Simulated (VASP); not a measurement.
Cu2O:

```
Cu O
1.0
     4.26000    0.00000    0.00000
     0.00000    4.26000    0.00000
     0.00000    0.00000    4.26000
Cu O
4 2
Direct
  0.25000 0.25000 0.25000
  0.25000 0.75000 0.75000
  0.75000 0.75000 0.25000
  0.75000 0.25000 0.75000
  0.00000 0.00000 0.00000
  0.50000 0.50000 0.50000
```

* Program: VASP 6.6.1
* Task: relaxation of cell and atoms
* Functional: PBEsol
* Potentials or basis: VASP PAW PBE potentials, release 64 (Cu, O)
* Cutoff: 600 eV
* k mesh: 6 × 6 × 6
* Occupations: gaussian, width 0.03 eV
* Spin: no spin polarisation

At the start: pressure -2.5 GPa; volume 12.88 Å³/atom.

Problem. How do energy, volume and symmetry change on relaxing?

Solution. Over 3 steps the energy falls by 2.1 meV/atom and the volume is 12.62 Å³/atom (-2.0 %); space group Pn-3m (No. 224, to 0.05 Å).

The path:
```csv
step,energy change (eV),largest force (eV/Å),pressure (GPa),volume (Å³)
1,0.0000,0.0000,-2.52,77.31
2,-0.0099,0.0000,1.14,75.07
3,-0.0125,0.0000,0.04,75.75
```

Final structure:
```cif
data_structure
_symmetry_space_group_name_H-M 'P 1'
_symmetry_Int_Tables_number 1
_cell_length_a 4.2311
_cell_length_b 4.2311
_cell_length_c 4.2311
_cell_angle_alpha 90.000
_cell_angle_beta 90.000
_cell_angle_gamma 90.000
_cell_volume 75.75
loop_
_atom_site_label
_atom_site_type_symbol
_atom_site_fract_x
_atom_site_fract_y
_atom_site_fract_z
_atom_site_occupancy
Cu1 Cu 0.25000 0.25000 0.25000 1
Cu2 Cu 0.25000 0.75000 0.75000 1
Cu3 Cu 0.75000 0.75000 0.25000 1
Cu4 Cu 0.75000 0.25000 0.75000 1
O1 O 0.00000 0.00000 0.00000 1
O2 O 0.50000 0.50000 0.50000 1
```

Caveat: the PAW data sets were made with another functional, which shifts forces and pressure a little.
